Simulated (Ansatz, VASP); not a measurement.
**TiO2 in VASP and in Ansatz**

```xyz
6
Lattice="-1.8921 1.8921 4.7573 1.8921 -1.8921 4.7573 1.8921 1.8921 -4.7573" Properties=species:S:1:pos:R:3 pbc="T T T"
Ti    0.0000    0.0000    0.0000
Ti    0.0000    1.8921    2.3786
O     0.0000    0.0000    1.9802
O     0.0000    1.8921    4.3588
O     0.0000    1.8921    0.3985
O     0.0000    0.0000    7.5344
```

Alike in both runs: functional r2SCAN; k mesh 5 × 5 × 5; no spin polarisation.

Ansatz relaxed the structure, and its values are those at the end. VASP's run is a single point on that final structure, the one shown.

```csv
,VASP,Ansatz
version,VASP 6.6.1,Ansatz 0.2.0
potentials or method,"VASP PAW PBE potentials, release 64 (Ti_sv, O)","scalar-relativistic, plane waves, PAW"
plane-wave cutoff (eV),520,500
occupations,"gaussian, width 0.01 eV",fixed
valence electrons in the cell,48,48
```

Ansatz gave:

```
gap on the k mesh at the Fermi level (eV) : 2.52
least direct gap on the mesh (eV)         : 2.87
pressure (GPa)                            : 0.5
rms of the force components (eV/Å)        : 0.002
```

Problem. What did VASP give for the same quantities?

Solution. gap on the k mesh at the Fermi level (eV): 2.54; least direct gap on the mesh (eV): 2.90; pressure (GPa): 1.7; rms of the force components (eV/Å): 0.015.

Ansatz warned: «stress_scf_threshold_loose».

Caveats: the k mesh is coarse (spacing up to 0.47 Å⁻¹), so the values aren't converged; the PAW data sets were made with another functional, which shifts forces and pressure a little (VASP); an odd mesh through Γ misses points on the zone boundary, where band edges often lie. r2SCAN opens gaps a little over a GGA but as a rule still falls short of measured ones.
